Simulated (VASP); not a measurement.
A VASP 6.6.1 single-point calculation on MgO

INCAR

```
NELM = 74
NSW = 0
PREC = Accurate
ENCUT = 520
IBRION = -1
ISIF = 2
GGA = PE
SIGMA = 0.02
LWAVE = .FALSE.
LREAL = .FALSE.
LASPH = .TRUE.
NBANDS = 16
EDIFF = 1E-7
LCHARG = .FALSE.
ISMEAR = -1
```

KPOINTS

```
KPOINTS created by Atomic Simulation Environment
0
Monkhorst-Pack
15 15 8
0 0 0
```

POSCAR

```
Mg O
 1.0000000000000000
     3.2882172281021651   -0.0000000000288675    0.0000000000000000
    -1.6441086140260825    2.8476796527125590    0.0000000000000000
     0.0000000000000000    0.0000000000000000    5.1853972629999996
 Mg  O
   2   2
Cartesian
  0.0000000000166669  1.8984531017987498 -0.0298460678254305
  1.6441086140594163  0.9492265508849412  2.5628525636745683
  0.0000000000166669  1.8984531017987498  1.9743700414504304
  1.6441086140594163  0.9492265508849412  4.5670686729504304
```

The recommended PBE PAW datasets give the neutral cell 16 valence electrons.

Command

```
mpirun -np 1 vasp_std
```

OSZICAR

```
N       E                     dE             d eps       ncg     rms          rms(c)
DAV:   1     0.593139220282E+02    0.59314E+02   -0.74158E+03  3456   0.879E+02
DAV:   2    -0.238465827632E+02   -0.83161E+02   -0.76666E+02  4672   0.193E+02
DAV:   3    -0.277925313994E+02   -0.39459E+01   -0.39377E+01  3976   0.441E+01
DAV:   4    -0.278087937435E+02   -0.16262E-01   -0.16262E-01  4320   0.331E+00
DAV:   5    -0.278088760599E+02   -0.82316E-04   -0.82316E-04  4088   0.226E-01    0.117E+01
DAV:   6    -0.235917920712E+02    0.42171E+01   -0.12532E+01  3464   0.262E+01    0.396E+00
DAV:   7    -0.235378678009E+02    0.53924E-01   -0.18132E-01  3480   0.340E+00    0.221E+00
DAV:   8    -0.235335353478E+02    0.43325E-02   -0.10115E-01  3624   0.345E+00    0.514E-01
DAV:   9    -0.235310318611E+02    0.25035E-02   -0.31142E-03  4432   0.512E-01    0.181E-01
DAV:  10    -0.235318077779E+02   -0.77592E-03   -0.16171E-03  3512   0.259E-01    0.288E-02
DAV:  11    -0.235318317507E+02   -0.23973E-04   -0.16571E-05  4120   0.269E-02    0.205E-02
DAV:  12    -0.235318321466E+02   -0.39589E-06   -0.10292E-05  3504   0.272E-02    0.165E-03
DAV:  13    -0.235318321738E+02   -0.27205E-07   -0.39597E-07  4136   0.420E-03
   1 F= -.23531832E+02 E0= -.23531832E+02  d E =-.227121E-12
```

Standard output (part)

```
POSCAR found type information on POSCAR MgO
 POSCAR found :  2 types and       4 ions
 LDA part: xc-table for (Slater+PW92), standard interpolation
 POSCAR, INCAR and KPOINTS ok, starting setup
 WAVECAR not read
 entering main loop
```

From OUTCAR

```
k-points           NKPTS =    108   k-points in BZ     NKDIM =    108   number of bands    NBANDS=     16

   NELECT =      16.0000    total number of electrons

   dimension x,y,z NGX =    24 NGY =   24 NGZ =   40
   dimension x,y,z NGXF=    48 NGYF=   48 NGZF=   80

  energy-cutoff  :      520.00
  volume of cell :       48.55
      direct lattice vectors                 reciprocal lattice vectors
     3.288217228 -0.000000000  0.000000000     0.304116161  0.175581547  0.000000000
    -1.644108614  2.847679653  0.000000000     0.000000000  0.351163095  0.000000000
     0.000000000  0.000000000  5.185397263     0.000000000  0.000000000  0.192849255

 k-points in reciprocal lattice and weights: KPOINTS created by Atomic Simulation Env
   0.00000000  0.00000000  0.06250000       0.001
   0.06666667 -0.00000000  0.06250000       0.007
   0.13333333 -0.00000000  0.06250000       0.007
   0.20000000 -0.00000000  0.06250000       0.007
   0.26666667 -0.00000000  0.06250000       0.007
   0.33333333 -0.00000000  0.06250000       0.007
   0.40000000 -0.00000000  0.06250000       0.007
   0.46666667 -0.00000000  0.06250000       0.007
   ...

 E-fermi :   1.2819

 k-point     1 :       0.0000    0.0000    0.0625
  band No.  band energies     occupation
      1     -15.1767      2.00000
      2     -14.4956      2.00000
      3      -2.2578      2.00000
      4       0.3589      2.00000
      5       0.3589      2.00000
      6       0.6164      2.00000
      7       0.6164      2.00000
      8       0.7689      2.00000
      9       4.3766      0.00000
     10       9.1798      0.00000
     11      10.9007      0.00000
     12      15.2608      0.00000
     13      15.2608      0.00000
     14      16.8758      0.00000
     15      17.3923      0.00000
     16      17.3923      0.00000

 k-point     2 :       0.0667   -0.0000    0.0625
  band No.  band energies     occupation
      1     -15.1549      2.00000
      2     -14.4864      2.00000
      3      -2.2142      2.00000
      4       0.2461      2.00000
      5       0.3284      2.00000
      6       0.4363      2.00000
      7       0.6165      2.00000
      8       0.7824      2.00000
      9       4.5970      0.00000
     10       9.3049      0.00000
     11      10.8730      0.00000
     12      14.5594      0.00000
     13      15.3347      0.00000
     14      17.0128      0.00000
     15      17.3477      0.00000
     16      17.4413      0.00000

 k-point     3 :       0.1333   -0.0000    0.0625
  band No.  band energies     occupation
      1     -15.0917      2.00000
      2     -14.4607      2.00000
      3      -2.0863      2.00000
      4      -0.1189      2.00000
      5       0.1139      2.00000
      6       0.2503      2.00000
      7       0.6095      2.00000
      8       0.7623      2.00000
      9       5.1517      0.00000
     10       9.6074      0.00000
     11      10.8240      0.00000
     12      13.4754      0.00000
     13      15.5334      0.00000
     14      16.1158      0.00000
     15      16.8061      0.00000
     16      17.1400      0.00000

 ...

  Total        0.2389056      0.2389056     -0.2218506     -0.0000000     -0.0000000      0.0000000
  in kB        7.8832111      7.8832111     -7.3204442     -0.0000000     -0.0000000      0.0000000
  external PRESSURE =       2.8153260 kB  Pullay stress =       0.0000000 kB

 POSITION                                       TOTAL-FORCE (eV/Angst)
 -----------------------------------------------------------------------------------
      0.00000      1.89845      5.15555         0.000000     -0.000000     -0.004747
      1.64411      0.94923      2.56285        -0.000000      0.000000     -0.004747
      0.00000      1.89845      1.97437        -0.000000     -0.000000      0.004747
      1.64411      0.94923      4.56707         0.000000      0.000000      0.004747
 -----------------------------------------------------------------------------------
    total drift:                                0.000000      0.000000     -0.000666

  FREE ENERGIE OF THE ION-ELECTRON SYSTEM (eV)
  ---------------------------------------------------
  free  energy   TOTEN  =       -23.5318321738 eV

  energy  without entropy=      -23.5318321738  energy(sigma->0) =      -23.53183217
```

It converged. Results: gap between bands v and c on the k mesh 3.59 eV; least direct gap on the k mesh 3.61 eV; pressure 0.3 GPa. Band v is the last that the valence electrons fill when counted band by band, and c is the next.

The shifted mesh misses Γ, so a band edge there is missed.

For comparison, a separate PBE run of the intended cell, on usual settings and not on those above, gives a gap of 3.49 eV on its mesh and a pressure of 0.3 GPa.

The run above took about 45 s on one core of a shared host (Intel Xeon Platinum 8488C) and held 0.21 GiB at most.
